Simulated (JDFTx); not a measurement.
A run of JDFTx 1.7.0 (patched build) is set up as follows.

The input bands.in:

```
lattice \
    0.0000000000     6.1101323590     6.1101323590 \
    6.1101323590     0.0000000000     6.1101323590 \
    6.1101323590     6.1101323590     0.0000000000
coords-type Cartesian
ion Sn     9.1651985385     9.1651985385     9.1651985385 1
ion Sn     6.1101323590     6.1101323590     6.1101323590 1

ion-species pseudo/Sn.upf
elec-cutoff 37 296
elec-ex-corr gga-PBE
elec-smearing Fermi 0.0018374661
elec-n-bands 42
spintype spin-orbit
electronic-minimize nIterations 30 energyDiffThreshold 1e-06
davidson-band-ratio 1.3
forces-output-coords Cartesian
include path.kpoints
symmetries none
fix-electron-density run.$VAR

dump-name bands.$VAR
dump End Ecomponents EigStats BandEigs Kpoints Forces
```

Contents of path.kpoints:

```
kpoint +0.0000000000 +0.0000000000 +0.0000000000 0.020000000000
kpoint +0.0714285714 +0.0000000000 +0.0714285714 0.020000000000
kpoint +0.1428571429 +0.0000000000 +0.1428571429 0.020000000000
kpoint +0.2142857143 +0.0000000000 +0.2142857143 0.020000000000
kpoint +0.2857142857 +0.0000000000 +0.2857142857 0.020000000000
kpoint +0.3571428571 +0.0000000000 +0.3571428571 0.020000000000
kpoint +0.4285714286 +0.0000000000 +0.4285714286 0.020000000000
kpoint +0.5000000000 +0.0000000000 +0.5000000000 0.020000000000
kpoint +0.5000000000 +0.0833333333 +0.5833333333 0.020000000000
kpoint +0.5000000000 +0.1666666667 +0.6666666667 0.020000000000
kpoint +0.5000000000 +0.2500000000 +0.7500000000 0.020000000000
kpoint +0.4375000000 +0.3125000000 +0.7500000000 0.020000000000
kpoint +0.3750000000 +0.3750000000 +0.7500000000 0.020000000000
kpoint +0.3281250000 +0.3281250000 +0.6562500000 0.020000000000
kpoint +0.2812500000 +0.2812500000 +0.5625000000 0.020000000000
kpoint +0.2343750000 +0.2343750000 +0.4687500000 0.020000000000
kpoint +0.1875000000 +0.1875000000 +0.3750000000 0.020000000000
kpoint +0.1406250000 +0.1406250000 +0.2812500000 0.020000000000
kpoint +0.0937500000 +0.0937500000 +0.1875000000 0.020000000000
kpoint +0.0468750000 +0.0468750000 +0.0937500000 0.020000000000
kpoint +0.0000000000 +0.0000000000 +0.0000000000 0.020000000000
kpoint +0.0833333333 +0.0833333333 +0.0833333333 0.020000000000
kpoint +0.1666666667 +0.1666666667 +0.1666666667 0.020000000000
kpoint +0.2500000000 +0.2500000000 +0.2500000000 0.020000000000
kpoint +0.3333333333 +0.3333333333 +0.3333333333 0.020000000000
kpoint +0.4166666667 +0.4166666667 +0.4166666667 0.020000000000
kpoint +0.5000000000 +0.5000000000 +0.5000000000 0.020000000000
kpoint +0.5250000000 +0.4500000000 +0.5250000000 0.020000000000
kpoint +0.5500000000 +0.4000000000 +0.5500000000 0.020000000000
kpoint +0.5750000000 +0.3500000000 +0.5750000000 0.020000000000
kpoint +0.6000000000 +0.3000000000 +0.6000000000 0.020000000000
kpoint +0.6250000000 +0.2500000000 +0.6250000000 0.020000000000
kpoint +0.5625000000 +0.2500000000 +0.6875000000 0.020000000000
kpoint +0.5000000000 +0.2500000000 +0.7500000000 0.020000000000
kpoint +0.5000000000 +0.2916666667 +0.7083333333 0.020000000000
kpoint +0.5000000000 +0.3333333333 +0.6666666667 0.020000000000
kpoint +0.5000000000 +0.3750000000 +0.6250000000 0.020000000000
kpoint +0.5000000000 +0.4166666667 +0.5833333333 0.020000000000
kpoint +0.5000000000 +0.4583333333 +0.5416666667 0.020000000000
kpoint +0.5000000000 +0.5000000000 +0.5000000000 0.020000000000
kpoint +0.4791666667 +0.4791666667 +0.5416666667 0.020000000000
kpoint +0.4583333333 +0.4583333333 +0.5833333333 0.020000000000
kpoint +0.4375000000 +0.4375000000 +0.6250000000 0.020000000000
kpoint +0.4166666667 +0.4166666667 +0.6666666667 0.020000000000
kpoint +0.3958333333 +0.3958333333 +0.7083333333 0.020000000000
kpoint +0.3750000000 +0.3750000000 +0.7500000000 0.020000000000
kpoint +0.6250000000 +0.2500000000 +0.6250000000 0.020000000000
kpoint +0.5833333333 +0.1666666667 +0.5833333333 0.020000000000
kpoint +0.5416666667 +0.0833333333 +0.5416666667 0.020000000000
kpoint +0.5000000000 +0.0000000000 +0.5000000000 0.020000000000
```

Potentials or basis: PseudoDojo-FR-PBE-0.4-standard with smoothed tails.

The run is started by

```console
$ jdftx -c 1 -i bands.in -o bands.out
```

Predict the band gap along the path.

none (metal or under the smearing width).

Levels at the corners of the path, in eV from the Fermi level:
```csv
point,band 25,band 26,band 27,band 28,band 29,band 30,band 31,band 32
Γ,-0.36,-0.36,0.32,0.32,0.32,0.32,1.86,1.86
X,-2.49,-2.49,-2.49,-2.49,0.83,0.83,0.83,0.83
W,-3.17,-3.17,-2.99,-2.99,3.31,3.31,3.62,3.62
K,-3.42,-3.42,-2.12,-2.12,1.11,1.11,3.40,3.40
Γ,-0.36,-0.36,0.32,0.32,0.32,0.32,1.86,1.86
L,-1.35,-1.35,-0.91,-0.91,0.03,0.03,3.14,3.14
U,-3.42,-3.42,-2.12,-2.12,1.11,1.11,3.40,3.40
W,-3.17,-3.17,-2.99,-2.99,3.31,3.31,3.62,3.62
L,-1.35,-1.35,-0.91,-0.91,0.03,0.03,3.14,3.14
K,-3.42,-3.42,-2.12,-2.12,1.11,1.11,3.40,3.40
U,-3.42,-3.42,-2.12,-2.12,1.11,1.11,3.40,3.40
X,-2.49,-2.49,-2.49,-2.49,0.83,0.83,0.83,0.83
```
